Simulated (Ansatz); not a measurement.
# TiSe2: LAPW beside PAW

Does the method matter for TiSe2? The same cell, functional and mesh are run with full-potential LAPW, PAW with frozen cores and datasets made for this crystal.

Program: Ansatz 0.2.0. Level of theory: DFT PBEsol, scalar-relativistic. These are calculated values, not measurements.

## (1) Starting point

The structure is trigonal, space group P-3m1 (No. 164). The conventional cell has a = 3.557 Å, b = 3.557 Å, c = 6.348 Å, α = 90.00°, β = 90.00°, γ = 120.00°. Ti (site symmetry -3m) has 6 Se at 2.56 Å as nearest neighbours. Around Se (site symmetry 3m) lie 3 Ti at 2.56 Å.

Structure file:

```
Ti Se
1.0
     3.55657    0.00000    0.00000
    -1.77828    3.08008    0.00000
     0.00000    0.00000    6.34763
Ti Se
1 2
Direct
  0.00000 0.00000 0.00000
  0.33333 0.66667 0.23993
  0.66667 0.33333 0.76007
```

Structure from a Materials Project entry, not relaxed further.

Atoms are numbered in the order of the input: Ti1, Se2, Se3.

## (2) Full-potential LAPW

Contents of input.yaml:

```yaml
crystal:
  lattice:
    - [3.5565669337, 0.0, 0.0]
    - [-1.7782834669, 3.0800773149, 0.0]
    - [0.0, 0.0, 6.34762586]
  atoms:
    - { symbol: Ti, position: [0.0, 0.0, 0.0] }
    - { symbol: Se, position: [0.3333333333, 0.6666666667, 0.23992784] }
    - { symbol: Se, position: [0.6666666667, 0.3333333333, 0.76007216] }
kpoints:
  mp_grid: { grid: [11, 11, 5] }
  band_path:
    path:
      - [0.0, 0.0, 0.0]
      - [0.5, 0.0, 0.0]
      - [0.3333333333, 0.3333333333, 0.0]
      - [0.0, 0.0, 0.0]
      - [0.0, 0.0, 0.5]
      - [0.5, 0.0, 0.5]
      - [0.3333333333, 0.3333333333, 0.5]
      - [0.0, 0.0, 0.5]
      - [0.5, 0.0, 0.5]
    npoints: 8
scf:
  occupations: { method: fermi_dirac, width: 0.05 }
hamiltonian:
  xc: pbesol
  pseudopotentials: { kind: all_electron, lapw: { basis_error: 0.001 } }
output:
  forces: true
  stress: true
  eigenvalues: true
  populations: true
  dos: { projected: true, de: 0.2, e_range: [-14, 8] }
```

Started as:

```sh
$ ansatz run input.yaml --threads 1 --pin off --max-ram 4096MiB --backend cpu --events-out ev --progress --plain --runs-dir out
```

What it wrote:

```text
Ti: projections on atomic orbitals take those of the free atom 1s2 2s2 2p6 3s2 3p6 3d2 4s2, of charge +0.00 (hamiltonian.pseudopotentials.projection_atoms)
Se: projections on atomic orbitals take those of the free atom 1s2 2s2 2p6 3s2 3p6 3d10 4s2 4p4, of charge +0.00 (hamiltonian.pseudopotentials.projection_atoms)
LAPW: plane waves up to 8.383 Å⁻¹, error target 1.0e-3 eV per atom; small_component_spin mean_spin; Ti in spheres of 1.283 Å, 12 of its electrons in bands, Dirac shells []; Se in spheres of 1.274 Å, 24 of its electrons in bands, Dirac shells []
Engine: ansatz 0.2.0
Pseudopotentials: kind: all_electron
Pseudopotential: Ti, LAPW, valence charge 12, Koelling and Harmon's equation, gaussian nucleus
Pseudopotential: Se, LAPW, valence charge 24, Koelling and Harmon's equation, gaussian nucleus
Functional definition: PBEsol
  exchange = pbesol_x
  correlation = pbesol_c
Crystal: 3 atoms, lattice volume = 69.535 Å³
Basis set: ecut = 267.7301467867626 eV, 701 PW (Γ), exchange–correlation at level 2
Bands: 36, of which v1, the nominal top of the filled ones, is band 30 counted from 1 (29 counted from 0)
Symmetry: 12 space group operations
Space group: P-3m1 (ITA 164), of the structure as read, at distance tolerance 4.1e-5 Å
k-points: 68 of 605
Non-local potential: Ti, projectors of the file, none
Non-local potential: Se, projectors of the file, none
Initial density: superposition of atomic densities (chi_scale 0.1, normalization cell, long waves kept (reshape's long-wave potential 0.15 eV rms))
Initial wavefunctions: plane waves of lowest kinetic energy (no species holds an atomic orbital)
Functional: x = pbesol(κ = 0.804, μ = 0.12345679012345678), c = pbesol(β = 0.046)
iter 1 solved again at ethr=1.66e-3 eV; its pass at ethr=1.00e-1 eV (dr2=9.96e-1 eV) is discarded
SCF iter   1: F=—  HF=-155373.039267 eV  |F-HF|=—  |Δ(HF+E_count)|=         —  Δρ=3.24e-2  dr2=9.98e-1  ethr=1.66e-3  ⟨swp⟩=2.0  Hψ=16027  notcnv=0
preconditioner: auto → LDOS  [metal: Δε(μ)=0.040 eV  Ē_g=8.269 eV  σ=0.050 eV  W_gap=0.20  n_scr=22 (ndim 8)  ℏωp=17.8 eV  f_vac=0.123  D(μ)=0.42/eV (n_scr^D=2)  β→1.0]
SCF iter   2: F=—  HF=-155373.566637 eV  |F-HF|=—  |Δ(HF+E_count)|=   5.27e-1  Δρ=4.77e-2  dr2=2.70e0  ethr=1.66e-3  ⟨swp⟩=3.0  Hψ=8632  notcnv=0  recentre
SCF iter   3: F=—  HF=-155372.630367 eV  |F-HF|=—  |Δ(HF+E_count)|=   9.36e-1  Δρ=1.33e-2  dr2=1.74e-1  ethr=1.66e-3  ⟨swp⟩=3.0  Hψ=8289  notcnv=0
iter 4 solved again at ethr=1.93e-5 eV; its pass at ethr=2.91e-4 eV (dr2=1.16e-2 eV) is discarded
SCF iter   4: F=—  HF=-155372.577807 eV  |F-HF|=—  |Δ(HF+E_count)|=   5.26e-2  Δρ=2.28e-3  dr2=1.16e-2  ethr=1.93e-5  ⟨swp⟩=2.0  Hψ=12850  notcnv=0
SCF iter   5: F=—  HF=-155372.573712 eV  |F-HF|=—  |Δ(HF+E_count)|=         —  Δρ=2.49e-4  dr2=2.99e-5  ethr=1.93e-5  ⟨swp⟩=2.8  Hψ=7609  notcnv=0
the basis was enlarged: its passes take 117.3 KiB over the memory plan, 1 of 1 planned eigensolver slots
SCF iter   6: F=—  HF=-155372.573735 eV  |F-HF|=—  |Δ(HF+E_count)|=   2.33e-5  Δρ=4.04e-5  dr2=7.06e-7  ethr=4.99e-8  ⟨swp⟩=3.0  Hψ=7823  notcnv=0
iter 7 did not close the SCF: its close was put off for a basis of augmented plane waves that was refined there (scf_convergence_deferred on its scf_iter line)
SCF iter   7: F=-155372.573736 eV  HF=-155372.573736 eV  |F-HF|=5.93e-8  |Δ(HF+E_count)|=   4.85e-7  Δρ=4.98e-6  dr2=1.04e-8  ethr=1.18e-9  ⟨swp⟩=3.0  Hψ=7810  notcnv=0
SCF iter   8: F=—  HF=-155372.573883 eV  |F-HF|=—  |Δ(HF+E_count)|=         —  Δρ=2.07e-5  dr2=6.15e-7  ethr=1.73e-11  ⟨swp⟩=3.0  Hψ=7644  notcnv=0
the basis was enlarged: its passes take 177.2 KiB over the memory plan, 1 of 1 planned eigensolver slots
SCF iter   9: F=—  HF=-155372.573871 eV  |F-HF|=—  |Δ(HF+E_count)|=   1.21e-5  Δρ=1.38e-5  dr2=2.62e-7  ethr=1.73e-11  ⟨swp⟩=3.6  Hψ=8767  notcnv=0
SCF iter  10: F=-155372.573871 eV  HF=-155372.573871 eV  |F-HF|=1.62e-8  |Δ(HF+E_count)|=   8.38e-8  Δρ=3.03e-6  dr2=1.27e-8  ethr=1.73e-11  ⟨swp⟩=3.0  Hψ=8022  notcnv=0
SCF 1 converged in 10 iterations: F = -155372.573871 eV  dr2 = 1.27e-8
NSCF: frozen V_eff on 65 k-points
SCF converged after 10 iterations
Free energy (F): -155372.573871 eV
Harris-Foulkes:  -155372.573871 eV  (|F-HF|=1.62e-8)
Internal energy: -155372.567652 eV  (E = F + TS)
E sigma→0 (E₀):  -155372.570761 eV
Entropy (-TS):   -0.006219 eV (-2.073 meV/atom)
Fermi energy:    8.998491 eV
--- Per-component energies (eV) ---
  E_band       = -3391.982231
  E_kinetic    = 158708.981325
  E_xc         = -5821.398268
  E_electrostatic = -308260.150709  (all electrons and nuclei)
  E_smearing   = -0.006219  (= −TS)
  E_closure    = 0.000000  (closes the sum)
  E_atoms      = -155354.288798  (free atoms, spherical and without spin; not in F)
  Σ components = -155372.573871   (vs F -155372.573871, Δ=0.00e0)
  Basis errors (estimates in eV, not in F): energy 4.0e-4 per atom: plane waves 3.6e-4 (2.1e-4 summed), levels above the bands 2.0e-52, relativity 2.2e-8, radial functions 3.8e-5, core shells 7.9e-7; eigenvalues (radial functions only) 1.3e-6; not estimated: angular momenta, meshes, grids; target (lapw.basis_error) 1.0e-3; muffin-tin radii Ti 1.283 Å, Se 1.274 Å
--- Forces (eV/Å), atoms counted from 1 ---
  atom   1  Ti     0.00000000     0.00000000     0.00000000
  atom   2  Se    -0.00000000    -0.00000000    -0.05513933
  atom   3  Se     0.00000000     0.00000000     0.05513933
  max |Σ_I F_I| component: 4.63e-18 eV/Å
--- Stress (GPa, compression-positive) ---
       -3.313068      -0.000000      -0.000000
       -0.000000      -3.313068       0.000000
       -0.000000      -0.000000      -1.521175
  P = ⅓ Tr σ = -2.7158 GPa (-27.158 kbar)
--- Band table (eV; the first three rows and the last of 68) ---
  k-point 0: bands = ["-198.0972", "-198.0972", "-137.7688", "-137.7688", "-137.7688", "-137.7688", "-137.7486", "-137.7486", "-48.3509", "-38.2094", "-38.2094", "-38.2090", "-38.2090", "-38.1948", "-38.1948", "-38.1943", "-38.1943", "-38.1865", "-38.1861", "-24.6867", "-24.6679", "-24.6679", "-4.7203", "-3.5048", "4.0128", "6.7415", "6.7415", "8.8520", "9.4627", "9.4627", "9.4915", "9.4915", "9.6948", "12.4792", "12.4792", "14.3953"]
  k-point 1: bands = ["-198.0972", "-198.0972", "-137.7688", "-137.7688", "-137.7688", "-137.7688", "-137.7486", "-137.7486", "-48.3509", "-38.2094", "-38.2094", "-38.2090", "-38.2090", "-38.1948", "-38.1948", "-38.1943", "-38.1943", "-38.1865", "-38.1862", "-24.6867", "-24.6679", "-24.6679", "-4.6637", "-3.5964", "4.2868", "6.7499", "6.7499", "8.0892", "9.4495", "9.4495", "9.4652", "9.4652", "9.9837", "12.5376", "12.5376", "14.7630"]
  k-point 2: bands = ["-198.0972", "-198.0972", "-137.7688", "-137.7688", "-137.7688", "-137.7688", "-137.7486", "-137.7486", "-48.3509", "-38.2094", "-38.2094", "-38.2090", "-38.2090", "-38.1947", "-38.1947", "-38.1944", "-38.1944", "-38.1864", "-38.1862", "-24.6868", "-24.6679", "-24.6679", "-4.5476", "-3.7673", "4.9119", "6.7639", "6.7639", "7.0182", "9.3957", "9.3957", "9.4569", "9.4569", "10.1548", "12.6318", "12.6318", "14.9312"]
  k-point 67: bands = ["-198.0972", "-198.0972", "-137.7688", "-137.7688", "-137.7688", "-137.7688", "-137.7486", "-137.7486", "-48.3436", "-38.2087", "-38.2082", "-38.2081", "-38.2077", "-38.1951", "-38.1950", "-38.1946", "-38.1945", "-38.1854", "-38.1854", "-24.7347", "-24.7177", "-24.6653", "-3.1153", "-3.0815", "4.6938", "4.9586", "5.4767", "6.2490", "6.8675", "7.0068", "9.9887", "10.3604", "10.4076", "12.0005", "12.4389", "15.7133"]
--- Löwdin populations: 3 sites ---
  site symbol       q [e]
     0     Ti     21.2713
     1     Se     34.2908
     2     Se     34.2908
  spilling = 0.001634 (of n_electrons = 90.000000)
```

It took 61 s on 1 thread, shared host.

This run gives: pressure -2.72 GPa; no gap; largest force 0.055 eV/Å.

At the corners of the path (eV, zero at the Fermi level):

```
point  band 27  band 28  band 29  band 30  band 31  band 32  band 33
    Γ    -2.26    -0.15     0.46     0.46     0.49     0.49     0.70
    M    -2.63    -2.33    -2.26    -1.21     0.12     1.34     1.70
    K    -3.86    -2.40    -2.38    -2.38     1.07     1.59     1.59
    Γ    -2.26    -0.15     0.46     0.46     0.49     0.49     0.70
    A    -2.23    -2.20     0.39     0.39     0.46     0.46     1.17
    L    -2.60    -2.36    -1.35    -1.01    -0.08     1.34     1.68
    H    -3.81    -2.83    -2.05    -2.05     1.07     1.33     1.33
    A    -2.23    -2.20     0.39     0.39     0.46     0.46     1.17
    L    -2.60    -2.36    -1.35    -1.01    -0.08     1.34     1.68
```

States per cell in windows of 1 eV (zero at the Fermi level; grid of 0.20 eV, so sharp peaks spill over the borders):

```
from  to  total  Se 4p  Ti 3d
 -10  -9   0.00   0.00   0.00
  -9  -8   0.00   0.00   0.00
  -8  -7   0.00   0.00   0.00
  -7  -6   0.00   0.00   0.00
  -6  -5   0.00   0.00   0.00
  -5  -4   1.63   1.20   0.24
  -4  -3   2.44   1.88   0.38
  -3  -2   4.03   2.67   1.23
  -2  -1   2.78   2.19   0.47
  -1   0   1.05   0.81   0.22
   0   1   1.91   0.33   1.51
   1   2   4.16   0.75   3.33
   2   3   1.17   0.37   0.70
   3   4   2.83   1.09   1.54
   4   5   0.00   0.00   0.00
```

(Part 1 of 2 ends here.)
